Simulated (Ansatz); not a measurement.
# Ru (P6_3/mmc) in Ansatz: a series of runs

One crystal, Ru, is run at these levels: revPBE+D3(BJ); tasks: single point, equation of state.

All numbers are computed with Ansatz 0.2.0; they aren't measurements. Logs are shortened: lines on timing, memory, paths and dates and some standing lists are left out, and cuts for length are marked.

### 1 The crystal as given

Symmetry: P6_3/mmc, No. 194, hexagonal system. Conventional cell: a = 2.706 Å, b = 2.706 Å, c = 4.282 Å, α = 90.00°, β = 90.00°, γ = 120.00°. Around Ru (site symmetry -6m2) lie 12 Ru at 2.65 to 2.71 Å.

### 2 Single point, revPBE+D3(BJ), 12.76 Å³/atom (volume scaled by 0.94)

Contents of input.yaml:

```yaml
crystal:
  lattice:
    - [2.650564093, 0.0, 0.0]
    - [-1.3252820465, 2.2954558389, 0.0]
    - [0.0, 0.0, 4.1944897589]
  atoms:
    - { symbol: Ru, position: [0.6666666667, 0.3333333333, 0.75] }
    - { symbol: Ru, position: [0.3333333333, 0.6666666667, 0.25] }
hamiltonian:
  xc: revpbe
  pseudopotentials: { kind: paw }
  dispersion: d3bj
kpoints:
  mp_grid: { grid: [11, 11, 6] }
scf:
  occupations: { method: fermi_dirac, width: 0.05 }
output:
  forces: true
  stress: true
  eigenvalues: true
```

Potentials or basis: Ansatz PAW.

The run is started by

```sh
> ansatz run input.yaml --threads 2 --pin off --max-ram 5120MiB --backend cpu --events-out ev --progress --plain --runs-dir out
```

Log:

```text
Warning: RAYON_NUM_THREADS=2 ignored (pool sized by the plan → 2); use --threads N
Engine: ansatz 0.2.0, aarch64-unknown-linux-gnu
Pseudopotentials: kind: paw
Pseudopotential: Ru, paw, valence charge 16, recommended cutoff 420 eV (normal), Ru.paw.azcp
Functional definition: revPBE
  parameter kappa = 1.245
  parameter beta = 0.06672455060314922
  exchange = pbe_x(kappa = kappa, mu = beta*pi^2/3)
  correlation = pbe_c(beta = beta)
Crystal: 2 atoms, lattice volume = 25.520 Å³
Basis set: ecut = 420 eV, 525 PW (Γ), exchange–correlation on 36×36×60 points (8 copies of the dense FFT grid, shifted against one another)
Bands: 20, of which v1, the nominal top of the filled ones, is band 16 counted from 1 (15 counted from 0)
Symmetry: 24 space group operations
Space group: P63/mmc (ITA 194), of the structure as read, at distance tolerance 2.9e-5 Å
k-points: 64 of 726
Non-local potential: Ru, projectors of the file, l = 0: 3, l = 1: 2, l = 2: 2, l = 3: 1
PAW form: soft (Blöchl's): semilocal exchange-correlation on the pseudo side does not see the compensation charge
PAW frozen core: Ru, regenerated for the run's functional, and the local potential with it (the file was generated under x = pbe(κ = 0.804, μ = 0.2195149727645171), c = pbe(β = 0.06672455060314922))
PAW one-centre angular grid: Ru, 590 points (default); XC on 64 Gauss nodes
Initial density: superposition of atomic densities (neutral atoms: chi_scale 0, normalization atom), corrected by the library's trained network
Initial wavefunctions: pseudopotential atomic-orbital guess
Functional: x = revpbe(κ = 1.245, μ = 0.2195149727645171), c = pbe(β = 0.06672455060314922)
SCF iter   1: F=—  HF=-11770.058059 eV  |F-HF|=—  |Δ(HF+E_count)|=         —  Δρ=7.00e-3  dr2=2.54e-3  ethr=1.77e-3  ⟨swp⟩=5.0  Hψ=5064  notcnv=0
preconditioner: auto → none  [metal: Δε(μ)=0.030 eV  Ē_g=6.311 eV  σ=0.050 eV  W_gap=0.15  n_scr=8 (ndim 8)  ℏωp=29.4 eV  f_vac=0.000  D(μ)=1.87/eV (n_scr^D=22)  sad-step TF]
SCF iter   2: F=—  HF=-11770.060190 eV  |F-HF|=—  |Δ(HF+E_count)|=   2.13e-3  Δρ=4.14e-3  dr2=9.30e-4  ethr=7.93e-6  ⟨swp⟩=2.0  Hψ=2798  notcnv=0
SCF iter   3: F=—  HF=-11770.061247 eV  |F-HF|=—  |Δ(HF+E_count)|=   1.06e-3  Δρ=3.12e-4  dr2=4.08e-6  ethr=2.91e-6  ⟨swp⟩=2.0  Hψ=1772  notcnv=0
SCF iter   4: F=—  HF=-11770.061222 eV  |F-HF|=—  |Δ(HF+E_count)|=   2.48e-5  Δρ=1.00e-4  dr2=6.15e-7  ethr=1.28e-8  ⟨swp⟩=2.0  Hψ=2271  notcnv=0
SCF iter   5: F=—  HF=-11770.061222 eV  |F-HF|=—  |Δ(HF+E_count)|=   1.69e-7  Δρ=3.46e-5  dr2=2.39e-7  ethr=1.92e-9  ⟨swp⟩=2.0  Hψ=2138  notcnv=0
SCF iter   6: F=-11770.061222 eV  HF=-11770.061222 eV  |F-HF|=4.55e-11  |Δ(HF+E_count)|=   8.72e-8  Δρ=2.64e-6  dr2=6.71e-10  ethr=3.13e-10  ⟨swp⟩=4.2  Hψ=4182  notcnv=0
SCF 1 converged in 6 iterations: F = -11770.061222 eV  dr2 = 6.71e-10
SCF converged after 6 iterations
Free energy (F): -11770.061222 eV
Harris-Foulkes:  -11770.061222 eV  (|F-HF|=4.55e-11)
Internal energy: -11770.046007 eV  (E = F + TS)
E sigma→0 (E₀):  -11770.053614 eV
Entropy (-TS):   -0.015215 eV (-7.608 meV/atom)
Fermi energy:    25.350486 eV
--- Per-component energies (eV) ---
  E_band       = -51.342550
  E_kinetic    = 1034.813431
  E_local      = -2385.633802  (includes V_loc(G=0)·N_el)
  E_nonlocal   = 685.279422
  E_hartree    = 769.338241
  E_xc         = -383.722751
  E_vxc        = -481.675481  (∫ρ·V_xc dr)
  E_paw        = -6932.005246  (= ΣΔE_a)
  E_vpaw       = -442.802775  (= ΣTr[D̂ρ^β])
  E_aug_tail   = -0.000372  (compensation charges beyond the density's cutoff)
  E_ewald      = -4555.449726
  E_disp       = -2.521028  (pairwise vdW)
  E_core_change = -0.144175  (= ΣΔE_core)
  E_smearing   = -0.015215  (= −TS)
  E_closure    = 0.000000  (closes the sum)
  Σ components = -11770.061222   (vs F -11770.061222, Δ=0.00e0)
--- Forces (eV/Å), atoms counted from 1 ---
  atom   1  Ru    -0.00000000    -0.00000000     0.00000000
  atom   2  Ru    -0.00000000     0.00000000     0.00000000
  max |Σ_I F_I| component: 1.39e-17 eV/Å
--- Stress (GPa, compression-positive) ---
       14.816123       0.000000       0.000000
        0.000000      14.816123       0.000000
        0.000000       0.000000      16.368487
  P = ⅓ Tr σ = 15.3336 GPa (153.336 kbar)
--- Band table (eV; the first three rows and the last of 64) ---
  k-point 0: bands = ["-47.8543", "-47.5893", "-18.4658", "-17.3229", "-17.3229", "-17.1170", "-17.1170", "-17.0633", "17.0919", "18.7194", "22.5664", "22.5664", "22.7664", "23.3205", "23.3205", "23.8978", "23.8978", "26.7178", "26.7178", "26.8084"]
  k-point 1: bands = ["-47.8369", "-47.6074", "-18.3764", "-17.3092", "-17.3092", "-17.1623", "-17.1309", "-17.1309", "17.4185", "18.8364", "22.4028", "22.4028", "22.6044", "23.1283", "23.1283", "24.3281", "24.3281", "25.8216", "26.7316", "26.7316"]
  k-point 2: bands = ["-47.7891", "-47.6566", "-18.1292", "-17.4289", "-17.2718", "-17.2718", "-17.1689", "-17.1689", "18.2610", "19.0859", "22.2717", "22.2717", "22.2997", "22.7270", "22.7270", "23.9278", "25.1848", "25.1848", "26.5755", "26.5755"]
  k-point 63: bands = ["-47.5688", "-47.5688", "-18.1938", "-18.1938", "-17.8205", "-17.8205", "-17.3067", "-17.3067", "20.1062", "20.1062", "21.0745", "21.0745", "22.4837", "22.4837", "24.2116", "24.2116", "26.8314", "26.8314", "33.7371", "33.7371"]
```

It took 0.93 s on 2 threads of Arm Neoverse V1, shared host; peak memory 0.29 GiB.

Results:

| Quantity | Value |
| --- | --- |
| Free energy | -11770.0612 eV |
| Pressure | 15.3 GPa |
| Band gap on the k mesh | none (metal or under the smearing width) |

Caveat: pairwise dispersion overbinds metals, which lowers pressure and volume; the PAW data sets come from PBE, with cores solved anew for the run's functional, which leaves a small shift of forces and pressure.

### 3 Single point, revPBE+D3(BJ), 13.03 Å³/atom (volume scaled by 0.96)

input.yaml: that of step 2 with these lines changed.

```diff
@@ -2,5 +2,5 @@
   lattice:
-    - [2.650564093, 0.0, 0.0]
-    - [-1.3252820465, 2.2954558389, 0.0]
-    - [0.0, 0.0, 4.1944897589]
+    - [2.6692306523, 0.0, 0.0]
+    - [-1.3346153261, 2.3116215535, 0.0]
+    - [0.0, 0.0, 4.2240293924]
   atoms:
@@ -20 +20,5 @@
   eigenvalues: true
+  write_density: true
+  write_potential: true
+  elf: true
+  volumetric_format: npy
```

Potentials or basis: Ansatz PAW.

The run is started by

```sh
> ansatz run input.yaml --threads 2 --pin off --max-ram 5120MiB --backend cpu --events-out ev --progress --plain --runs-dir out
```

Wall time 1.3 s (2 threads of Arm Neoverse V1, shared host); peak memory 0.3 GiB.

Results (log left out):

| Property | Result |
| --- | --- |
| Free energy | -11770.0988 eV |
| Pressure | 7.0 GPa |
| Band gap on the k mesh | none (metal or under the smearing width) |

Caveat: pairwise dispersion overbinds metals, which lowers pressure and volume; the PAW data sets come from PBE, with cores solved anew for the run's functional, which leaves a small shift of forces and pressure.

### 4 Single point, revPBE+D3(BJ), 13.30 Å³/atom (volume scaled by 0.98)

input.yaml: that of step 3 with these lines changed.

```diff
@@ -2,5 +2,5 @@
   lattice:
-    - [2.6692306523, 0.0, 0.0]
-    - [-1.3346153261, 2.3116215535, 0.0]
-    - [0.0, 0.0, 4.2240293924]
+    - [2.6876397213, 0.0, 0.0]
+    - [-1.3438198606, 2.3275642749, 0.0]
+    - [0.0, 0.0, 4.2531615502]
   atoms:
@@ -20,5 +20 @@
   eigenvalues: true
-  write_density: true
-  write_potential: true
-  elf: true
-  volumetric_format: npy
```

The run is started by

```sh
> ansatz run input.yaml --threads 2 --pin off --max-ram 5120MiB --backend cpu --events-out ev --progress --plain --runs-dir out
```

Wall time 1 s (2 threads of Arm Neoverse V1, shared host); peak memory 0.29 GiB.

It converged, with:

```yaml
Free_energy: -11770.1100 eV
Pressure: -0.3 GPa
Band_gap_on_the_k_mesh: none (metal or under the smearing width)
```

Caveat: pairwise dispersion overbinds metals, which lowers pressure and volume; the PAW data sets come from PBE, with cores solved anew for the run's functional, which leaves a small shift of forces and pressure.

### 5 Single point, revPBE+D3(BJ), 13.57 Å³/atom

input.yaml: that of step 4 with these lines changed.

```diff
@@ -2,5 +2,5 @@
   lattice:
-    - [2.6876397213, 0.0, 0.0]
-    - [-1.3438198606, 2.3275642749, 0.0]
-    - [0.0, 0.0, 4.2531615502]
+    - [2.7058, 0.0, 0.0]
+    - [-1.3529, 2.3432915376, 0.0]
+    - [0.0, 0.0, 4.2819]
   atoms:
```

The run is started by

```sh
> ansatz run input.yaml --threads 2 --pin off --max-ram 5120MiB --backend cpu --events-out ev --progress --plain --runs-dir out
```

Wall time 1 s (2 threads of Arm Neoverse V1, shared host); peak memory 0.29 GiB.

It converged, with:

```yaml
Free_energy: -11770.0976 eV
Pressure: -6.9 GPa
Band_gap_on_the_k_mesh: none (metal or under the smearing width)
```

Caveat: pairwise dispersion overbinds metals, which lowers pressure and volume; the PAW data sets come from PBE, with cores solved anew for the run's functional, which leaves a small shift of forces and pressure.

### 6 Single point, revPBE+D3(BJ), 13.85 Å³/atom (volume scaled by 1.02)

input.yaml: that of step 5 with these lines changed.

```diff
@@ -2,5 +2,5 @@
   lattice:
-    - [2.7058, 0.0, 0.0]
-    - [-1.3529, 2.3432915376, 0.0]
-    - [0.0, 0.0, 4.2819]
+    - [2.7237197275, 0.0, 0.0]
+    - [-1.3618598638, 2.3588104769, 0.0]
+    - [0.0, 0.0, 4.3102577801]
   atoms:
@@ -20 +20,5 @@
   eigenvalues: true
+  write_density: true
+  write_potential: true
+  elf: true
+  volumetric_format: npy
```

Potentials or basis: Ansatz PAW.

The run is started by

```sh
> ansatz run input.yaml --threads 2 --pin off --max-ram 5120MiB --backend cpu --events-out ev --progress --plain --runs-dir out
```

It took 1.3 s on 2 threads of Arm Neoverse V1, shared host; peak memory 0.3 GiB.

Results (log left out):

- Free energy: -11770.0643 eV
- Pressure: -12.7 GPa
- Band gap on the k mesh: none (metal or under the smearing width)

Caveat: pairwise dispersion overbinds metals, which lowers pressure and volume; the PAW data sets come from PBE, with cores solved anew for the run's functional, which leaves a small shift of forces and pressure.

### 7 Single point, revPBE+D3(BJ), 14.12 Å³/atom (volume scaled by 1.04)

input.yaml: that of step 6 with these lines changed.

```diff
@@ -2,5 +2,5 @@
   lattice:
-    - [2.7237197275, 0.0, 0.0]
-    - [-1.3618598638, 2.3588104769, 0.0]
-    - [0.0, 0.0, 4.3102577801]
+    - [2.7414067149, 0.0, 0.0]
+    - [-1.3707033574, 2.3741278572, 0.0]
+    - [0.0, 0.0, 4.3382472512]
   atoms:
```

The run is started by

```sh
> ansatz run input.yaml --threads 2 --pin off --max-ram 5120MiB --backend cpu --events-out ev --progress --plain --runs-dir out
```

Wall time 1.3 s (2 threads of Arm Neoverse V1, shared host); peak memory 0.3 GiB.

Results (log left out):

```
Free energy            : -11770.0125 eV
Pressure               : -17.8 GPa
Band gap on the k mesh : none (metal or under the smearing width)
```

Caveat: pairwise dispersion overbinds metals, which lowers pressure and volume; the PAW data sets come from PBE, with cores solved anew for the run's functional, which leaves a small shift of forces and pressure.

### 8 Single point, revPBE+D3(BJ), 14.39 Å³/atom (volume scaled by 1.06)

input.yaml: that of step 7 with these lines changed.

```diff
@@ -2,5 +2,5 @@
   lattice:
-    - [2.7414067149, 0.0, 0.0]
-    - [-1.3707033574, 2.3741278572, 0.0]
-    - [0.0, 0.0, 4.3382472512]
+    - [2.7588683749, 0.0, 0.0]
+    - [-1.3794341875, 2.3892500984, 0.0]
+    - [0.0, 0.0, 4.3658801443]
   atoms:
@@ -20,5 +20 @@
   eigenvalues: true
-  write_density: true
-  write_potential: true
-  elf: true
-  volumetric_format: npy
```

The run is started by

```sh
> ansatz run input.yaml --threads 2 --pin off --max-ram 5120MiB --backend cpu --events-out ev --progress --plain --runs-dir out
```

It took 1.1 s on 2 threads of Arm Neoverse V1, shared host; peak memory 0.3 GiB.

It converged, with:

```
Free energy            : -11769.9442 eV
Pressure               : -22.4 GPa
Band gap on the k mesh : none (metal or under the smearing width)
```

Caveat: pairwise dispersion overbinds metals, which lowers pressure and volume; the PAW data sets come from PBE, with cores solved anew for the run's functional, which leaves a small shift of forces and pressure.

### 9 Equation of state, revPBE+D3(BJ)

Potentials or basis: Ansatz PAW.

This step only gathers the single runs of the series.

Results:

| Property | Result |
| --- | --- |
| Equilibrium volume | 13.29 Å³/atom |
| Bulk modulus at fixed shape and positions | 341 GPa |
| Pressure derivative of the bulk modulus | 4.9 |

Energy against volume, from the lowest point:
| volume (Å³/atom) | energy (meV/atom) |
| --- | --- |
| 12.760 | 24.39 |
| 13.032 | 5.58 |
| 13.303 | 0.00 |
| 13.575 | 6.21 |
| 13.846 | 22.87 |
| 14.118 | 48.77 |
| 14.389 | 82.89 |

Caveat: the potentials were made for another functional, which shifts forces and pressure; the cell was scaled at fixed shape and fractional positions, which overstates the stiffness of a crystal with free parameters, most of all of layers and chains.
